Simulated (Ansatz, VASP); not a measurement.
BN: VASP beside Ansatz

```
B N
1.0
     2.54101    0.00000    0.00000
    -1.27051    2.20058    0.00000
     0.00000    0.00000   12.60990
B N
6 6
Direct
  0.00000 0.00000 0.00000
  0.33333 0.66667 0.16667
  0.66667 0.33333 0.33333
  0.00000 0.00000 0.50000
  0.66667 0.33333 0.66667
  0.33333 0.66667 0.83333
  0.00000 0.00000 0.12500
  0.33333 0.66667 0.29167
  0.66667 0.33333 0.45833
  0.00000 0.00000 0.62500
  0.66667 0.33333 0.79167
  0.33333 0.66667 0.95833
```

Alike in both runs: task relaxation of cell and atoms; functional PBEsol; k mesh 12 × 12 × 2; occupations gaussian, width 0.02 eV; no spin polarisation.

|  | VASP | Ansatz |
| --- | --- | --- |
| version | VASP 6.6.1 | Ansatz 0.2.0 |
| potentials or method | VASP PAW PBE potentials, release 64 (B, N) | scalar-relativistic, plane waves, PAW |
| plane-wave cutoff (eV) | 600 | 420 |
| valence electrons in the cell | 48 | 48 |

|  | VASP | Ansatz | Ansatz less VASP |
| --- | --- | --- | --- |
| gap on the k mesh at the Fermi level, each at its own relaxed structure (eV) | 5.03 | 5.04 | +0.012 |
| relaxed volume (Å³/atom) | 5.87 | 5.86 | -0.005 |
| relaxed cell length with the largest relative difference (Å) | 2.547 | 2.547 | -0.0008 |
| energy change over the relaxation (meV/atom) | -1 | -1 | 0.0 |

Caveats: the PAW data sets were made with another functional, which shifts forces and pressure a little (VASP). A k mesh can miss the band edges. PBEsol gaps usually lie below the measured ones, often by a third to a half.
